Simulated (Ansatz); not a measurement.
# Ta (bcc type): the cost of one run

Computed with Ansatz 0.2.0 (DFT PBE, scalar-relativistic, unless a step's input says otherwise).

**1. Starting point**

Symmetry: Im-3m, No. 229, cubic system. The conventional cell has a = 3.321 Å, b = 3.321 Å, c = 3.321 Å, α = 90.00°, β = 90.00°, γ = 90.00°. Ta (site symmetry m-3m) has 8 Ta at 2.88 Å as nearest neighbours.

Coordinates:

```cif
data_structure
_symmetry_space_group_name_H-M 'P 1'
_symmetry_Int_Tables_number 1
_cell_length_a 2.8760
_cell_length_b 2.8760
_cell_length_c 2.8760
_cell_angle_alpha 109.471
_cell_angle_beta 109.471
_cell_angle_gamma 109.471
_cell_volume 18.31
loop_
_atom_site_label
_atom_site_type_symbol
_atom_site_fract_x
_atom_site_fract_y
_atom_site_fract_z
_atom_site_occupancy
Ta1 Ta 0.00000 0.00000 0.00000 1
```

**2. After the deformation**

Space group Im-3m before, I4/mmm after.

**3. LAPW, all electrons**

input.yaml reads:

```yaml
crystal:
  lattice:
    - [-1.5940299986, 1.5940299986, 1.6604479152]
    - [1.5940299986, -1.5940299986, 1.6604479152]
    - [1.5940299986, 1.5940299986, -1.6604479152]
  atoms:
    - { symbol: Ta, position: [0.0, 0.0, 0.0] }
kpoints:
  mp_grid: { grid: [16, 16, 16] }
scf:
  occupations: { method: fermi_dirac, width: 0.08 }
hamiltonian:
  xc: pbe
  pseudopotentials: { kind: all_electron, lapw: { basis_error: 0.001 } }
output:
  forces: true
  stress: true
  eigenvalues: true
```

Command:

```bash
$ ansatz run input.yaml --threads 1 --pin off --max-ram 2048MiB --backend cpu --events-out ev --progress --plain --runs-dir out
```

Q: Estimate wall time and peak memory on 1 thread of AMD EPYC 9R14 (Zen 4), shared host.

About 23 s, with a peak of 0.63 GiB.
